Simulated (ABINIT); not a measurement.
# SrO (Fm-3m) in ABINIT: further runs

Aim: see how the results for SrO move with the level of theory and the settings. Levels: HCTH407, PW91. Tasks: band structure, equation of state.

Program: ABINIT 10.8.3 (patched build). These are calculated values, not measurements. Logs are shortened: lines on timing, memory, paths and dates and some standing lists are left out, and cuts for length are marked. The log counts tension as positive stress, the text compression.

## 1. The crystal as given

The structure is cubic, space group Fm-3m (No. 225). Conventional cell: a = 5.133 Å, b = 5.133 Å, c = 5.133 Å, α = 90.00°, β = 90.00°, γ = 90.00°. Sr (site symmetry m-3m) is surrounded by 6 O at 2.57 Å. O (site symmetry m-3m) is surrounded by 6 Sr at 2.57 Å.

## 2. Band structure, HCTH407

run.abi

```
ndtset 2

pp_dirpath "./"
pseudos "Sr.GGA_PBE-JTH.xml, O.GGA_PBE-JTH.xml"

acell 3*1.0
rprim
     0.0000000000     4.8496041536     4.8496041536
     4.8496041536     0.0000000000     4.8496041536
     4.8496041536     4.8496041536     0.0000000000
ntypat 2
znucl 38 8
natom 2
typat 1 2
xcart
     4.8496041536     4.8496041536     4.8496041536
     0.0000000000     0.0000000000     0.0000000000

ecut 23.0
pawecutdg 45.0

ixc 27

occopt 3
tsmear 0.05 eV

nstep 100

iomode 3
prtwf 0
prteig 0
prtebands 0
prtden1 1
prtvha1 1
prtvclmb1 1
prtpot1 1

kptopt1 1
ngkpt1 9 9 9
nshiftk1 1
shiftk1 0.0 0.0 0.0
nband1 12
tolvrs1 1.0e-9

iscf2 -2
getden2 1
nband2 18
nbdbuf2 4
tolwfr2 1.0e-11
kptopt2 -9
ndivsm2 8
prteig2 1
kptbounds2
     0.0000000000     0.0000000000     0.0000000000
     0.5000000000     0.0000000000     0.5000000000
     0.5000000000     0.2500000000     0.7500000000
     0.3750000000     0.3750000000     0.7500000000
     0.0000000000     0.0000000000     0.0000000000
     0.5000000000     0.5000000000     0.5000000000
     0.6250000000     0.2500000000     0.6250000000
     0.5000000000     0.2500000000     0.7500000000
     0.5000000000     0.5000000000     0.5000000000
     0.3750000000     0.3750000000     0.7500000000
```

Potentials or basis: JTH PAW PBE v2.0.

Command:

```console
> abinit run.abi > log 2>&1
```

run.abo:

```text
.Version 10.8.3 of ABINIT
 DATASET    1 : space group Fm -3 m (#225); Bravais cF (face-center cubic)
================================================================================
 Values of the parameters that define the memory need for DATASET  1.
     intxc =       0    ionmov =       0      iscf =       7    lmnmax =      18
     lnmax =       6     mgfft =      30  mpssoang =       3    mqgrid =    3001
     natom =       2  nloc_mem =       2    nspden =       1   nspinor =       1
    nsppol =       1      nsym =      48    n1xccc =       1    ntypat =       2
    occopt =       3   xclevel =       2
       mpw =        1219          nfft =       27000          nkpt =          35
 PAW method is used; the additional fine FFT grid is defined by:
   mgfftf=        45    nfftf =     91125
================================================================================
================================================================================

 DATASET    2 : space group Fm -3 m (#225); Bravais cF (face-center cubic)
================================================================================
 Values of the parameters that define the memory need for DATASET  2.
     intxc =       0    ionmov =       0      iscf =      -2    lmnmax =      18
     lnmax =       6     mgfft =      30  mpssoang =       3    mqgrid =    3001
     natom =       2  nloc_mem =       2    nspden =       1   nspinor =       1
    nsppol =       1      nsym =      48    n1xccc =       1    ntypat =       2
    occopt =       3   xclevel =       2
       mpw =        1243          nfft =       27000          nkpt =         139
 PAW method is used; the additional fine FFT grid is defined by:
   mgfftf=        45    nfftf =     91125
================================================================================
================================================================================

--------------------------------------------------------------------------------
------------- Echo of variables that govern the present computation ------------
--------------------------------------------------------------------------------
 -outvars: echo values of preprocessed input variables --------
            acell      1.0000000000E+00  1.0000000000E+00  1.0000000000E+00 Bohr
              amu      8.76200000E+01  1.59994000E+01
             ecut      2.30000000E+01 Hartree
           getden1          0
           getden2          1
             iscf1          7
             iscf2         -2
                       outvar_i_n : Printing only first  50 k-points.
              ixc          27
           jdtset        1    2
                       outvar_i_n : Printing only first  50 k-points.
           kptopt1          1
           kptopt2         -9
         kptrlatt        9    0    0      0    9    0      0    0    9
          kptrlen1     6.17253837E+01
          kptrlen2     3.00000000E+01
            natom           2
            nband1         12
            nband2         18
           nbdbuf1          0
           nbdbuf2          4
           ndtset           2
           ndivsm1          0
           ndivsm2          8
            ngfft          30      30      30
          ngfftdg          45      45      45
             nkpt1         35
             nkpt2        139
            nstep         100
             nsym          48
           ntypat           2
           occopt           3
        pawecutdg      4.50000000E+01 Hartree
         pawxcdev           0
        prtebands           0
           prteig1          0
           prteig2          1
           prtpot1          1
           prtpot2          0
         prtvclmb1          1
         prtvclmb2          0
           prtvha1          1
           prtvha2          0
            prtwf           0
            rprim      0.0000000000E+00  4.8496041536E+00  4.8496041536E+00
                       4.8496041536E+00  0.0000000000E+00  4.8496041536E+00
                       4.8496041536E+00  4.8496041536E+00  0.0000000000E+00
           shiftk1     0.00000000E+00  0.00000000E+00  0.00000000E+00
           shiftk2     5.00000000E-01  5.00000000E-01  5.00000000E-01
          spgroup         225
           tolvrs1     1.00000000E-09
           tolvrs2     0.00000000E+00
           tolwfr1     0.00000000E+00
           tolwfr2     1.00000000E-11
           tsmear      1.83746611E-03 Hartree
            typat      1  2
           useylm           1
                       outvars : Printing only first  50 k-points.
           xangst      2.5662999982E+00  2.5662999982E+00  2.5662999982E+00
                       0.0000000000E+00  0.0000000000E+00  0.0000000000E+00
            xcart      4.8496041536E+00  4.8496041536E+00  4.8496041536E+00
                       0.0000000000E+00  0.0000000000E+00  0.0000000000E+00
             xred      5.0000000000E-01  5.0000000000E-01  5.0000000000E-01
                       0.0000000000E+00  0.0000000000E+00  0.0000000000E+00
            znucl       38.00000    8.00000

[... 221 lines left out ...]

 mkfilename : getden/=0, take file _DEN from output of DATASET   1.

 Exchange-correlation functional for the present dataset will be:
  GGA: HCTH407 functional - ixc=27
  A.D. Boese, and N.C. Handy, JCP 114, 5497 (2001)

 Real(R)+Recip(G) space primitive vectors, cartesian coordinates (Bohr,Bohr^-1):
 R(1)=  0.0000000  4.8496042  4.8496042  G(1)= -0.1031012  0.1031012  0.1031012
 R(2)=  4.8496042  0.0000000  4.8496042  G(2)=  0.1031012 -0.1031012  0.1031012
 R(3)=  4.8496042  4.8496042  0.0000000  G(3)=  0.1031012  0.1031012 -0.1031012
 Unit cell volume ucvol=  2.2811239E+02 bohr^3
 Angles (23,13,12)=  6.00000000E+01  6.00000000E+01  6.00000000E+01 degrees

 Coarse grid specifications (used for wave-functions):

 getcut: wavevector=  0.0000  0.0000  0.0000  ngfft=  30  30  30
         ecut(hartree)=     23.000   => boxcut(ratio)=   2.02840

 Fine grid specifications (used for densities):

 getcut: wavevector=  0.0000  0.0000  0.0000  ngfft=  45  45  45
         ecut(hartree)=     45.000   => boxcut(ratio)=   2.12452
--------------------------------------------------------------------------------

================================================================================
 Non-SCF case, kpt    1 (  0.00000  0.00000  0.00000), residuals and eigenvalues=
  2.02E-12  1.22E-12  7.52E-12  2.72E-12  9.37E-12  2.14E-12  2.70E-12  7.88E-12
  7.07E-12  1.80E-12  2.70E-12  1.66E-12  3.17E-12  1.72E-12  7.33E-12  9.30E-08
  2.25E-04  4.62E-04
 -1.0373E+00 -3.8790E-01 -3.5985E-01 -3.5985E-01 -3.5985E-01  1.6998E-01
  1.6998E-01  1.6998E-01  3.4203E-01  4.0763E-01  4.0763E-01  4.0763E-01
  4.8004E-01  4.8004E-01  6.6674E-01  1.0376E+00  1.0377E+00  1.0381E+00
 Non-SCF case, kpt    2 (  0.02174  0.00000  0.02174), residuals and eigenvalues=
  7.83E-12  5.67E-12  3.06E-12  7.44E-12  6.21E-12  1.04E-12  1.63E-12  8.02E-13
  4.61E-12  6.45E-12  4.22E-12  9.60E-12  7.22E-13  7.68E-12  4.02E-12  4.64E-05
  1.03E-04  2.01E-04
[... 948 lines left out ...]
 Non-SCF case, kpt  138 (  0.38393  0.38393  0.73214), residuals and eigenvalues=
  5.81E-12  1.34E-12  4.69E-12  2.27E-12  1.18E-12  7.00E-13  6.01E-12  9.54E-13
  1.71E-12  1.20E-12  5.17E-12  5.50E-12  1.87E-12  9.19E-12  6.17E-11  3.05E-09
  8.25E-08  3.90E-04
 -1.0314E+00 -4.2094E-01 -3.8520E-01 -3.6828E-01 -3.3828E-01  1.3480E-01
  1.4786E-01  1.5381E-01  3.6862E-01  4.6896E-01  4.9863E-01  5.3926E-01
  5.7510E-01  6.5673E-01  6.9890E-01  7.6345E-01  8.1673E-01  9.3740E-01
 Non-SCF case, kpt  139 (  0.37500  0.37500  0.75000), residuals and eigenvalues=
  1.13E-12  2.95E-12  3.29E-12  5.48E-12  2.11E-12  3.74E-12  7.27E-12  2.14E-12
  2.11E-12  9.21E-13  6.81E-12  7.99E-12  7.77E-12  3.02E-12  4.74E-12  3.58E-11
  3.08E-09  6.61E-04
 -1.0314E+00 -4.1856E-01 -3.8630E-01 -3.6874E-01 -3.4057E-01  1.3782E-01
  1.4973E-01  1.5427E-01  3.6173E-01  4.7501E-01  4.9568E-01  5.4372E-01
  5.7183E-01  6.5742E-01  6.9369E-01  7.6723E-01  8.1470E-01  9.4065E-01

--- !ResultsGS
iteration_state: {dtset: 2, }
comment   : Summary of ground state results
lattice_vectors:
- [  0.0000000,   4.8496042,   4.8496042, ]
- [  4.8496042,   0.0000000,   4.8496042, ]
- [  4.8496042,   4.8496042,   0.0000000, ]
lattice_lengths: [   6.85838,    6.85838,    6.85838, ]
lattice_angles: [ 60.000,  60.000,  60.000, ] # degrees, (23, 13, 12)
lattice_volume:   2.2811239E+02
convergence: {deltae:  0.000E+00, res2:  0.000E+00, residm:  9.980E-12, diffor:  0.000E+00, }
etotal    :  -4.74572596E+01
entropy   :   0.00000000E+00
fermie    :   2.48844692E-01
cartesian_stress_tensor: null
pressure_GPa: null
xred      :
- [  5.0000E-01,   5.0000E-01,   5.0000E-01, Sr]
- [  0.0000E+00,   0.0000E+00,   0.0000E+00,  O]
cartesian_forces: null
force_length_stats: {min: null, max: null, mean: null, }
...

 Integrated electronic density in atomic spheres:
 ------------------------------------------------
 Atom  Sphere_radius  Integrated_density
    1        2.20670          7.39960000
    2        1.41465          4.56327902

================================================================================

 ----iterations are completed or convergence reached----

 Mean square residual over all n,k,spin=   38.872E-13; max=  99.804E-13
 reduced coordinates (array xred) for    2 atoms
       0.500000000000      0.500000000000      0.500000000000
       0.000000000000      0.000000000000      0.000000000000

 cartesian coordinates (angstrom) at end:
    1      2.56629999824464     2.56629999824464     2.56629999824464
    2      0.00000000000000     0.00000000000000     0.00000000000000
 length scales=  1.000000000000  1.000000000000  1.000000000000 bohr
              =  0.529177210544  0.529177210544  0.529177210544 angstroms
 Eigenvalues (hartree) for nkpt= 139  k points:
 kpt#   1, nband= 18, wtk=  1.00000, kpt=  0.0000  0.0000  0.0000 (reduced coord)
  -1.03732   -0.38790   -0.35985   -0.35985   -0.35985    0.16998    0.16998    0.16998
   0.34203    0.40763    0.40763    0.40763    0.48004    0.48004    0.66674    1.03757
   1.03767    1.03810
 kpt#   2, nband= 18, wtk=  1.00000, kpt=  0.0217  0.0000  0.0217 (reduced coord)
  -1.03730   -0.38887   -0.35991   -0.35991   -0.35887    0.16889    0.16989    0.16989
   0.34308    0.40683    0.40836    0.40836    0.48026    0.48105    0.66819    1.03667
   1.03682    1.03702
 kpt#   3, nband= 18, wtk=  1.00000, kpt=  0.0435  0.0000  0.0435 (reduced coord)
  -1.03721   -0.39139   -0.36008   -0.36008   -0.35631    0.16578    0.16963    0.16963
   0.34609    0.40452    0.41053    0.41053    0.48094    0.48405    0.67249    1.03326
   1.03405    1.04838
 kpt#   4, nband= 18, wtk=  1.00000, kpt=  0.0652  0.0000  0.0652 (reduced coord)
  -1.03707   -0.39478   -0.36037   -0.36037   -0.35290    0.16107    0.16923    0.16923
   0.35070    0.40085    0.41412    0.41412    0.48206    0.48893    0.67947    1.02610
   1.02951    1.05371
 kpt#   5, nband= 18, wtk=  1.00000, kpt=  0.0870  0.0000  0.0870 (reduced coord)
[... 525 lines left out ...]
   0.38376    0.45816    0.50591    0.52921    0.58191    0.65946    0.68993    0.77047
   0.81202    0.94521
 kpt# 137, nband= 18, wtk=  1.00000, kpt=  0.3929  0.3929  0.7143 (reduced coord)
  -1.03148   -0.42372   -0.38345   -0.36776   -0.33583    0.13159    0.14596    0.15268
   0.37600    0.46323    0.50207    0.53429    0.57851    0.65752    0.69715    0.76511
   0.81577    0.94298
 kpt# 138, nband= 18, wtk=  1.00000, kpt=  0.3839  0.3839  0.7321 (reduced coord)
  -1.03141   -0.42094   -0.38520   -0.36828   -0.33828    0.13480    0.14786    0.15381
   0.36862    0.46896    0.49863    0.53926    0.57510    0.65673    0.69890    0.76345
   0.81673    0.93740
 kpt# 139, nband= 18, wtk=  1.00000, kpt=  0.3750  0.3750  0.7500 (reduced coord)
  -1.03136   -0.41856   -0.38630   -0.36874   -0.34057    0.13782    0.14973    0.15427
   0.36173    0.47501    0.49568    0.54372    0.57183    0.65742    0.69369    0.76723
   0.81470    0.94065

== END DATASET(S) ==============================================================
================================================================================

 -outvars: echo values of variables after computation  --------
            acell      1.0000000000E+00  1.0000000000E+00  1.0000000000E+00 Bohr
           etotal1    -4.7457259639E+01
            fcart1    -0.0000000000E+00 -0.0000000000E+00 -0.0000000000E+00
                      -0.0000000000E+00 -0.0000000000E+00 -0.0000000000E+00
            rprim      0.0000000000E+00  4.8496041536E+00  4.8496041536E+00
                       4.8496041536E+00  0.0000000000E+00  4.8496041536E+00
                       4.8496041536E+00  4.8496041536E+00  0.0000000000E+00
           strten1    -1.8658318492E-04 -1.8658318492E-04 -1.8658318492E-04
                       0.0000000000E+00  0.0000000000E+00  0.0000000000E+00
           xangst      2.5662999982E+00  2.5662999982E+00  2.5662999982E+00
                       0.0000000000E+00  0.0000000000E+00  0.0000000000E+00
             xred      5.0000000000E-01  5.0000000000E-01  5.0000000000E-01
                       0.0000000000E+00  0.0000000000E+00  0.0000000000E+00
 Calculation completed.
```

Wall time 61 s (1 thread of Arm Neoverse V1, shared host); peak memory 0.15 GiB.

Results:

* Free energy: -1291.3778 eV
* Pressure: 5.5 GPa
* Band gap on the k mesh: 3.83 eV, indirect (least direct gap 3.91 eV)
* Band gap along the path: 3.77 eV, indirect (least direct gap 3.85 eV)
* Valence electrons inside the program's atomic spheres: Sr 7.40; O 4.56

Levels at the corners of the path, in eV from the valence-band top:
```csv
point,band 5,band 6,band 7,band 8,band 9,band 10,band 11,band 12
Γ,-14.42,0.00,0.00,0.00,4.68,6.47,6.47,6.47
X,-14.75,-0.39,-0.08,-0.08,3.77,8.01,10.10,11.02
W,-13.75,-1.07,-0.39,-0.39,6.42,6.42,8.72,11.03
K,-13.89,-0.88,-0.55,-0.43,5.22,8.30,8.86,10.17
Γ,-14.42,0.00,0.00,0.00,4.68,6.47,6.47,6.47
L,-13.11,-1.98,-1.08,-1.08,6.93,8.97,8.97,9.12
U,-13.89,-0.88,-0.55,-0.43,5.22,8.30,8.86,10.17
W,-13.75,-1.07,-0.39,-0.39,6.42,6.42,8.72,11.03
L,-13.11,-1.98,-1.08,-1.08,6.93,8.97,8.97,9.12
K,-13.89,-0.88,-0.55,-0.43,5.22,8.30,8.86,10.17
```

Caveat: the PAW data sets were made with another functional, which shifts forces and pressure a little.

## 3. Equation of state, PW91

run.abi

```
# Datasets: one volume each
ndtset 7
getwfk -1
scalecart1 3*0.9795861087
scalecart2 3*0.9864848297
scalecart3 3*0.9932883884
scalecart4 3*1.0000000000
scalecart5 3*1.0066227096
scalecart6 3*1.0131594038
scalecart7 3*1.0196128224

# Pseudopotentials
pp_dirpath "./"
pseudos "Sr.GGA_PBE-JTH.xml, O.GGA_PBE-JTH.xml"

# Structure
acell 3.6292962651 3.6292962651 3.6292962651 Angstrom
rprim
     0.0000000000     0.7071067812     0.7071067812
     0.7071067812     0.0000000000     0.7071067812
     0.7071067812     0.7071067812     0.0000000000
ntypat 2
znucl 38 8
natom 2
typat 1 2
xred
     0.5000000000     0.5000000000     0.5000000000
     0.0000000000     0.0000000000     0.0000000000

# Plane-wave basis
ecut 23.0
pawecutdg 45.0

# k points
kptopt 1
ngkpt 9 9 9
nshiftk 1
shiftk 0.0 0.0 0.0

# Exchange and correlation
ixc -109134

# Bands and occupations
nband 12
occopt 3
tsmear 0.05 eV

# SCF cycle
nstep 100
tolvrs 1.0e-9

# Output
iomode 3
prtwf 1
prtden 0
prteig 0
prtebands 0
```

Potentials or basis: JTH PAW PBE v2.0.

Command:

```console
> abinit run.abi > log 2>&1
```

Wall time 2.3 min (1 thread of Arm Neoverse V1, shared host); peak memory 0.15 GiB.

The run converged. Its results:

```yaml
Equilibrium_volume: 17.40 Å³/atom
Bulk_modulus: 86 GPa
Pressure_derivative_of_the_bulk_modulus: 4.5
```

Energy against volume, from the lowest point:
| volume (Å³/atom) | energy (meV/atom) |
| --- | --- |
| 15.887 | 41.19 |
| 16.225 | 23.73 |
| 16.563 | 11.35 |
| 16.901 | 3.60 |
| 17.239 | 0.00 |
| 17.577 | 0.09 |
| 17.915 | 3.52 |

Caveat: pressures at fixed basis lie under the slope of the energies; the PAW data sets were made with another functional, which shifts forces and pressure a little. Zero-point motion and thermal expansion aren't in these numbers.
